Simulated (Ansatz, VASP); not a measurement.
Two plane-wave programs on V

INCAR

```
SYSTEM = V
  PREC = Accurate
  ENCUT = 520
  EDIFF = 1E-7
  ISMEAR = 0
  SIGMA = 0.02
  LREAL = .False.
  LASPH = .True.
  NELM = 120
  ALGO = Fast
  ISIF = 2
  LWAVE = .False.
  LCHARG = .False.
  ISPIN = 2
  MAGMOM = 2
  LORBIT = 11
  LMAXMIX = 4
  GGA = PE
```

Contents of KPOINTS:

```
regular mesh
0
Gamma
  12 12 12
  0 0 0
```

The input POSCAR:

```
V
1.0
   -1.5143500000      1.5143500000      1.5143500000
    1.5143500000     -1.5143500000      1.5143500000
    1.5143500000      1.5143500000     -1.5143500000
V
1
Direct
    0.0000000000      0.0000000000      0.0000000000
```

input.yaml

```yaml
crystal:
  lattice:
    - [-1.51435, 1.51435, 1.51435]
    - [1.51435, -1.51435, 1.51435]
    - [1.51435, 1.51435, -1.51435]
  atoms:
    - { symbol: V, position: [0.0, 0.0, 0.0], spin: 2.0 }
hamiltonian:
  xc: pbe
  pseudopotentials: { kind: paw }
magnetization:
  spin_polarized: true
kpoints:
  mp_grid: { grid: [12, 12, 12] }
scf:
  occupations: { method: gaussian, width: 0.02 }
output:
  forces: true
  stress: true
  eigenvalues: true
```

Alike in both runs: task single point; functional PBE; k mesh 12 × 12 × 12; occupations gaussian, width 0.02 eV; collinear spin, ferromagnetic start.

|  | VASP | Ansatz |
| --- | --- | --- |
| version | VASP 6.6.1 | Ansatz 0.2.0 |
| potentials or method | VASP PAW PBE potentials, release 64 (V_sv) | Ansatz PAW |
| plane-wave cutoff (eV) | 520 | 420 |
| valence electrons in the cell | 13 | 13 |

```csv
,VASP,Ansatz,Ansatz less VASP
gap on the k mesh at the Fermi level (eV),none,none,-
pressure (GPa),-5.0,-5.2,-0.19
net moment per atom (μB),0.13,0.12,-0.005
size of the moment on the site where the two differ most (μB),0.11,0.10,-0.009
```

Site moments also hang on the region over which each program counts them. A gap of «none» marks a metal or a gap that the smearing closes. With one functional, cell and mesh, what is left measures potentials, basis and numerics.

Caveats: the starting moments weren't kept (Ansatz).
